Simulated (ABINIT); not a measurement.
The system is ZnSe (Stilleite).

```xyz
2
Lattice="0.0000 2.8338 2.8338 2.8338 0.0000 2.8338 2.8338 2.8338 0.0000" Properties=species:S:1:pos:R:3 pbc="T T T"
Se    4.2507    4.2507    4.2507
Zn    0.0000    0.0000    0.0000
```

Base run:

| Quantity | Value |
| --- | --- |
| Program | ABINIT 10.8.3 (patched build) |
| Functional | revPBE |
| Potentials or basis | JTH PAW PBE v2.0 |
| Cutoff | 544 eV |
| k mesh | 8 × 8 × 8 |
| Occupations | fermi-dirac, width 0.05 eV |
| Spin | no spin polarisation |

Its results: band gap on the k mesh 1.41 eV, direct.

Question: The run is repeated on the same cell with these changes: functional from revPBE to OLYP. What comes out?

Answer: Band gap on the k mesh 1.75 eV, direct.

